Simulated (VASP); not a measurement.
# BAs (F-43m) in VASP: settings compared, part 2 of 2

VASP 6.6.1. Earlier steps stand in the parts before.

### Step 4. Band structure, HSE03

File POSCAR:

```
BAs
1.0
    0.0000000000      2.3885000000      2.3885000000
    2.3885000000      0.0000000000      2.3885000000
    2.3885000000      2.3885000000      0.0000000000
As B
1 1
Direct
    0.7500000000      0.7500000000      0.7500000000
    0.0000000000      0.0000000000      0.0000000000
```

File INCAR.step1:

```
SYSTEM = BAs
ALGO = Normal
EDIFF = 1E-5
ENCUT = 520
GGA = PE
ISIF = 2
ISMEAR = 0
KPAR = 4
LASPH = .True.
LCHARG = .False.
LREAL = .False.
LWAVE = .True.
NBANDS = 11
NELM = 60
PREC = Accurate
SIGMA = 0.02
```

File INCAR.step2:

```
SYSTEM = BAs
ALGO = Normal
EDIFF = 1E-7
ENCUT = 520
GGA = PE
HFSCREEN = 0.3
ISIF = 2
ISMEAR = 0
ISTART = 1
KPAR = 4
LASPH = .True.
LCHARG = .False.
LHFCALC = .True.
LREAL = .False.
LWAVE = .False.
NBANDS = 11
NELM = 60
PREC = Accurate
PRECFOCK = Fast
SIGMA = 0.02
```

File KPOINTS:

```
k-points
0
Gamma
  6 6 6
  0 0 0
```

File KPOINTS_OPT:

```
path GXWKGLUWLK,UX
12
line-mode
reciprocal
 0.0000000000  0.0000000000  0.0000000000  G
 0.5000000000  0.0000000000  0.5000000000  X

 0.5000000000  0.0000000000  0.5000000000  X
 0.5000000000  0.2500000000  0.7500000000  W

 0.5000000000  0.2500000000  0.7500000000  W
 0.3750000000  0.3750000000  0.7500000000  K

 0.3750000000  0.3750000000  0.7500000000  K
 0.0000000000  0.0000000000  0.0000000000  G

 0.0000000000  0.0000000000  0.0000000000  G
 0.5000000000  0.5000000000  0.5000000000  L

 0.5000000000  0.5000000000  0.5000000000  L
 0.6250000000  0.2500000000  0.6250000000  U

 0.6250000000  0.2500000000  0.6250000000  U
 0.5000000000  0.2500000000  0.7500000000  W

 0.5000000000  0.2500000000  0.7500000000  W
 0.5000000000  0.5000000000  0.5000000000  L

 0.5000000000  0.5000000000  0.5000000000  L
 0.3750000000  0.3750000000  0.7500000000  K

 0.6250000000  0.2500000000  0.6250000000  U
 0.5000000000  0.0000000000  0.5000000000  X
```

Potentials or basis: VASP PAW PBE potentials, release 64 (As, B).

Run with:

```
cat potpaw_PBE.64/As/POTCAR potpaw_PBE.64/B/POTCAR > POTCAR
cp INCAR.step1 INCAR
mpirun -np 4 vasp_std > vasp.out
cp INCAR.step2 INCAR
mpirun -np 4 vasp_std > vasp.out
```

OUTCAR:

```text
SYSTEM = BAs
   EDIFF = 1E-7
   ENCUT = 520
   GGA = PE
   HFSCREEN = 0.3
   ISIF = 2
   ISMEAR = 0
   ISTART = 1
   LASPH = .True.
   LHFCALC = .True.
   LREAL = .False.
   NELM = 60
   PREC = Accurate
   PRECFOCK = Fast

 ion  position               nearest neighbor table
   1  0.750  0.750  0.750-   2 2.07   2 2.07   2 2.07   2 2.07
   2  0.000  0.000  0.000-   1 2.07   1 2.07   1 2.07   1 2.07

  LATTYP: Found a face centered cubic cell.
 ALAT       =     4.7770000000

  Lattice vectors:

 A1 = (   0.0000000000,   2.3885000000,   2.3885000000)
 A2 = (   2.3885000000,   0.0000000000,   2.3885000000)
 A3 = (   2.3885000000,   2.3885000000,   0.0000000000)

Analysis of symmetry for initial positions (statically):
=====================================================================
 Subroutine PRICEL returns:
 Original cell was already a primitive cell.

 Routine SETGRP: Setting up the symmetry group for a
 face centered cubic supercell.

 Subroutine GETGRP returns: Found 24 space group operations
[... 171 lines left out ...]
 Fermi energy:         5.9404074229

 k-point     1 :       0.0000    0.0000    0.0000
  band No.  band energies     occupation
      1     -11.0276      2.00000
      2       5.8056      2.00000
      3       5.8056      2.00000
      4       5.8056      2.00000
      5       9.7408      0.00000
      6       9.7408      0.00000
      7       9.7408      0.00000
      8      11.4700      0.00000
      9      16.2303      0.00000
     10      19.6340      0.00000
     11      19.6340      0.00000
[... 197 lines left out ...]
 k-point    16 :      -0.3333    0.5000    0.1667
  band No.  band energies     occupation
      1      -6.2134      2.00000
      2      -3.2318      2.00000
      3       0.2688      2.00000
      4       0.4780      2.00000
      5      10.2051      0.00000
      6      10.4923      0.00000
      7      15.4710      0.00000
      8      15.7181      0.00000
      9      19.3703      0.00000
     10      22.7095      0.00000
     11      22.7694      0.00000

------------------------ aborting loop because EDIFF is reached ----------------------------------------

  FORCE on cell =-STRESS in cart. coord.  units (eV):
  Direction    XX          YY          ZZ          XY          YZ          ZX
  --------------------------------------------------------------------------------------
  -------------------------------------------------------------------------------------
  Total       -0.0343024     -0.0343024     -0.0343024      0.0000000     -0.0000000     -0.0000000
  in kB       -2.0166449     -2.0166449     -2.0166449      0.0000000     -0.0000000     -0.0000000
  external PRESSURE =      -2.0166449 kB  Pullay stress =       0.0000000 kB

 VOLUME and BASIS-vectors are now :
 -----------------------------------------------------------------------------
  energy-cutoff  :      520.00
  volume of cell :       27.25
      direct lattice vectors                 reciprocal lattice vectors
     0.000000000  2.388500000  2.388500000    -0.209336404  0.209336404  0.209336404
     2.388500000  0.000000000  2.388500000     0.209336404 -0.209336404  0.209336404
     2.388500000  2.388500000  0.000000000     0.209336404  0.209336404 -0.209336404

 POSITION                                       TOTAL-FORCE (eV/Angst)
 -----------------------------------------------------------------------------------
      3.58275      3.58275      3.58275         0.000000      0.000000      0.000000
      0.00000      0.00000      0.00000        -0.000000     -0.000000     -0.000000
 -----------------------------------------------------------------------------------
    total drift:                                0.000000      0.000000      0.000000

  FREE ENERGIE OF THE ION-ELECTRON SYSTEM (eV)
  ---------------------------------------------------
  free  energy   TOTEN  =       -12.8973722878 eV

  energy  without entropy=      -12.8973722878  energy(sigma->0) =      -12.89737229
```

OSZICAR.step1:

```text
N       E                     dE             d eps       ncg     rms          rms(c)
DAV:   1     0.116039333063E+02    0.11604E+02   -0.35003E+03   352   0.628E+02
DAV:   2    -0.113178204750E+02   -0.22922E+02   -0.21878E+02   450   0.105E+02
DAV:   3    -0.120300724807E+02   -0.71225E+00   -0.71111E+00   445   0.170E+01
DAV:   4    -0.120321770221E+02   -0.21045E-02   -0.21044E-02   381   0.104E+00
DAV:   5    -0.120321804161E+02   -0.33941E-05   -0.33941E-05   414   0.448E-02    0.494E+00
DAV:   6    -0.114542483269E+02    0.57793E+00   -0.15932E+00   376   0.513E+00    0.240E+00
DAV:   7    -0.113940315023E+02    0.60217E-01   -0.19382E-01   412   0.216E+00    0.988E-01
DAV:   8    -0.113871711871E+02    0.68603E-02   -0.20612E-02   391   0.818E-01    0.989E-02
DAV:   9    -0.113874867202E+02   -0.31553E-03   -0.78159E-04   403   0.161E-01    0.590E-02
DAV:  10    -0.113876470845E+02   -0.16036E-03   -0.19663E-04   369   0.858E-02    0.121E-02
DAV:  11    -0.113876528385E+02   -0.57539E-05   -0.52363E-06   394   0.154E-02
   1 F= -.11387653E+02 E0= -.11387653E+02  d E =-.749634E-24
```

It took 13 min on 4 MPI ranks of AMD EPYC 7R43 (Zen 3), shared host; peak memory 0.26 GiB.

Results:

| Property | Result |
| --- | --- |
| Free energy | -12.8974 eV |
| Pressure | -0.2 GPa |
| Band gap on the k mesh | 1.78 eV, indirect (least direct gap 3.94 eV) |
| Band gap along the path | 1.67 eV, indirect (least direct gap 3.94 eV) |

Levels at the corners of the path, in eV from the valence-band top:
| point | band 2 | band 3 | band 4 | band 5 | band 6 | band 7 |
| --- | --- | --- | --- | --- | --- | --- |
| Γ | 0.00 | 0.00 | 0.00 | 3.94 | 3.94 | 3.94 |
| X | -9.38 | -4.41 | -4.41 | 1.90 | 1.98 | 12.69 |
| X | -9.38 | -4.41 | -4.41 | 1.90 | 1.98 | 12.69 |
| W | -8.89 | -5.89 | -5.58 | 5.97 | 6.94 | 7.48 |
| W | -8.89 | -5.89 | -5.58 | 5.97 | 6.94 | 7.48 |
| K | -8.96 | -6.40 | -3.76 | 2.59 | 6.34 | 10.33 |
| K | -8.96 | -6.40 | -3.76 | 2.59 | 6.34 | 10.33 |
| Γ | 0.00 | 0.00 | 0.00 | 3.94 | 3.94 | 3.94 |
| Γ | 0.00 | 0.00 | 0.00 | 3.94 | 3.94 | 3.94 |
| L | -9.58 | -1.96 | -1.96 | 3.37 | 5.50 | 5.50 |
| L | -9.58 | -1.96 | -1.96 | 3.37 | 5.50 | 5.50 |
| U | -8.96 | -6.40 | -3.76 | 2.59 | 6.34 | 10.33 |
| U | -8.96 | -6.40 | -3.76 | 2.59 | 6.34 | 10.33 |
| W | -8.89 | -5.89 | -5.58 | 5.97 | 6.94 | 7.48 |
| W | -8.89 | -5.89 | -5.58 | 5.97 | 6.94 | 7.48 |
| L | -9.58 | -1.96 | -1.96 | 3.37 | 5.50 | 5.50 |
| L | -9.58 | -1.96 | -1.96 | 3.37 | 5.50 | 5.50 |
| K | -8.96 | -6.40 | -3.76 | 2.59 | 6.34 | 10.33 |
| U | -8.96 | -6.40 | -3.76 | 2.59 | 6.34 | 10.33 |
| X | -9.38 | -4.41 | -4.41 | 1.90 | 1.98 | 12.69 |

Caveat: the PAW data sets were made with another functional, which shifts forces and pressure a little; the mesh misses the band edges, which the band path finds closer together.

### Step 5. Band structure, PBE0

POSCAR is that of step 4.

INCAR.step1 is that of step 4.

Changes to INCAR.step2 since step 4:

```diff
@@ -1,2 +1,3 @@
 SYSTEM = BAs
+AEXX = 0.25
 ALGO = Normal
@@ -5,3 +6,3 @@
 GGA = PE
-HFSCREEN = 0.3
+HFRCUT = -1
 ISIF = 2
```

KPOINTS is that of step 4.

KPOINTS_OPT is that of step 4.

Potentials or basis: VASP PAW PBE potentials, release 64 (As, B).

Run with:

```
cat potpaw_PBE.64/As/POTCAR potpaw_PBE.64/B/POTCAR > POTCAR
cp INCAR.step1 INCAR
mpirun -np 4 vasp_std > vasp.out
cp INCAR.step2 INCAR
mpirun -np 4 vasp_std > vasp.out
```

OUTCAR:

```text
SYSTEM = BAs
   AEXX = 0.25
   EDIFF = 1E-7
   ENCUT = 520
   GGA = PE
   ISIF = 2
   ISMEAR = 0
   ISTART = 1
   LASPH = .True.
   LHFCALC = .True.
   LREAL = .False.
   NELM = 60
   PREC = Accurate
   PRECFOCK = Fast

 ion  position               nearest neighbor table
   1  0.750  0.750  0.750-   2 2.07   2 2.07   2 2.07   2 2.07
   2  0.000  0.000  0.000-   1 2.07   1 2.07   1 2.07   1 2.07

  LATTYP: Found a face centered cubic cell.
 ALAT       =     4.7770000000

  Lattice vectors:

[... 410 lines left out ...]
------------------------ aborting loop because EDIFF is reached ----------------------------------------

  FORCE on cell =-STRESS in cart. coord.  units (eV):
  Direction    XX          YY          ZZ          XY          YZ          ZX
  --------------------------------------------------------------------------------------
  -------------------------------------------------------------------------------------
  Total       -0.1176260     -0.1176260     -0.1176260      0.0000000      0.0000000      0.0000000
  in kB       -6.9152525     -6.9152525     -6.9152525      0.0000000      0.0000000      0.0000000
  external PRESSURE =      -6.9152525 kB  Pullay stress =       0.0000000 kB

 VOLUME and BASIS-vectors are now :
 -----------------------------------------------------------------------------
  energy-cutoff  :      520.00
  volume of cell :       27.25
      direct lattice vectors                 reciprocal lattice vectors
     0.000000000  2.388500000  2.388500000    -0.209336404  0.209336404  0.209336404
     2.388500000  0.000000000  2.388500000     0.209336404 -0.209336404  0.209336404
     2.388500000  2.388500000  0.000000000     0.209336404  0.209336404 -0.209336404

 POSITION                                       TOTAL-FORCE (eV/Angst)
 -----------------------------------------------------------------------------------
      3.58275      3.58275      3.58275        -0.000000      0.000000     -0.000000
      0.00000      0.00000      0.00000         0.000000     -0.000000      0.000000
 -----------------------------------------------------------------------------------
    total drift:                                0.000000      0.000000      0.000000

  FREE ENERGIE OF THE ION-ELECTRON SYSTEM (eV)
  ---------------------------------------------------
  free  energy   TOTEN  =       -14.1594904221 eV

  energy  without entropy=      -14.1594904221  energy(sigma->0) =      -14.15949042
```

OUTCAR.step1:

```text
SYSTEM = BAs
   EDIFF = 1E-5
   ENCUT = 520
   GGA = PE
   ISIF = 2
   ISMEAR = 0
[... 437 lines left out ...]
      3.58275      3.58275      3.58275        -0.000000      0.000000      0.000000
      0.00000      0.00000      0.00000         0.000000     -0.000000     -0.000000
 -----------------------------------------------------------------------------------
    total drift:                                0.000000      0.000000      0.000000

  FREE ENERGIE OF THE ION-ELECTRON SYSTEM (eV)
  ---------------------------------------------------
  free  energy   TOTEN  =       -11.3876528385 eV

  energy  without entropy=      -11.3876528385  energy(sigma->0) =      -11.38765284
```

Wall time 11 min (4 MPI ranks of AMD EPYC 7R43 (Zen 3), shared host); peak memory 0.17 GiB.

What came out:

* Free energy: -14.1595 eV
* Pressure: -0.7 GPa
* Band gap on the k mesh: 2.62 eV, indirect (least direct gap 4.79 eV)
* Band gap along the path: 2.52 eV, indirect (least direct gap 4.79 eV)

Levels at the corners of the path, in eV from the valence-band top:
```
point  band 1  band 2  band 3  band 4  band 5  band 6  band 7  band 8  band 9
    Γ  -17.05    0.00    0.00    0.00    4.79    4.79    4.79    6.58   11.34
    X  -12.35   -9.57   -4.51   -4.51    2.77    2.83   13.69   13.69   15.18
    X  -12.35   -9.57   -4.51   -4.51    2.77    2.83   13.69   13.69   15.18
    W  -12.16   -9.07   -6.05   -5.73    6.89    7.89    8.40    8.89   14.54
    W  -12.16   -9.07   -6.05   -5.73    6.89    7.89    8.40    8.89   14.54
    K  -12.40   -9.15   -6.56   -3.85    3.45    7.28   11.31   11.88   12.60
    K  -12.40   -9.15   -6.56   -3.85    3.45    7.28   11.31   11.88   12.60
    Γ  -17.05    0.00    0.00    0.00    4.79    4.79    4.79    6.58   11.34
    Γ  -17.05    0.00    0.00    0.00    4.79    4.79    4.79    6.58   11.34
    L  -13.85   -9.79   -2.02   -2.02    4.25    6.40    6.40   10.74   14.81
    L  -13.85   -9.79   -2.02   -2.02    4.25    6.40    6.40   10.74   14.81
    U  -12.40   -9.15   -6.56   -3.85    3.45    7.28   11.31   11.88   12.60
    U  -12.40   -9.15   -6.56   -3.85    3.45    7.28   11.31   11.88   12.60
    W  -12.16   -9.07   -6.05   -5.73    6.89    7.89    8.40    8.89   14.54
    W  -12.16   -9.07   -6.05   -5.73    6.89    7.89    8.40    8.89   14.54
    L  -13.85   -9.79   -2.02   -2.02    4.25    6.40    6.40   10.74   14.81
    L  -13.85   -9.79   -2.02   -2.02    4.25    6.40    6.40   10.74   14.81
    K  -12.40   -9.15   -6.56   -3.85    3.45    7.28   11.31   11.88   12.60
    U  -12.40   -9.15   -6.56   -3.85    3.45    7.28   11.31   11.88   12.60
    X  -12.35   -9.57   -4.51   -4.51    2.77    2.83   13.69   13.69   15.18
```

Caveat: the PAW data sets were made with another functional, which shifts forces and pressure a little; the mesh misses the band edges, which the band path finds closer together.

### Step 6. For comparison

An earlier run on the cell as given: functional PBE; potentials or basis VASP PAW PBE potentials, release 64 (As, B); cutoff 520 eV; k mesh 10 × 10 × 10; occupations fermi-dirac, width 0.05 eV; no spin polarisation.

- Pressure: 3.4 GPa
- Band gap on the k mesh: 1.18 eV, indirect (least direct gap 3.28 eV)

### Step 7. Overview

| task | level | potentials or basis | k mesh | cutoff (eV) | smearing | cutoff of the response function | frequency points | empty bands | GW scheme | GW iterations | gap on the mesh (eV) | pressure (GPa) |
| --- | --- | --- | --- | --- | --- | --- | --- | --- | --- | --- | --- | --- |
| G0W0 quasiparticle levels | LDA | VASP PAW LDA potentials, release 64 (As_GW, B_GW) | 6 × 6 × 6 | 500 | gaussian 0.01 eV | 100 | 64 | 91 | G0W0 | 1 | - | - |
| band structure | HSE06 | VASP PAW PBE potentials, release 64 (As, B) | 6 × 6 × 6 | 520 | gaussian 0.02 eV | - | - | - | - | - | 1.96 | -0.6 |
| band structure | HSE03 | VASP PAW PBE potentials, release 64 (As, B) | 6 × 6 × 6 | 520 | gaussian 0.02 eV | - | - | - | - | - | 1.78 | -0.2 |
| band structure | PBE0 | VASP PAW PBE potentials, release 64 (As, B) | 6 × 6 × 6 | 520 | gaussian 0.02 eV | - | - | - | - | - | 2.62 | -0.7 |
| single point | PBE | VASP PAW PBE potentials, release 64 (As, B) | 10 × 10 × 10 | 520 | fermi-dirac 0.05 eV | - | - | - | - | - | 1.18 | 3.4 |

Alike in all rows: no spin polarisation; cell as given.

Caveats: the PAW data sets were made with another functional, which shifts forces and pressure a little (some runs); the mesh misses the band edges, which the band path finds closer together (some runs); bands, screening cutoff and mesh are small and nothing is extrapolated, so the quasiparticle values aren't converged (some runs).

Absolute energies hang on the potentials; compare differences alone.
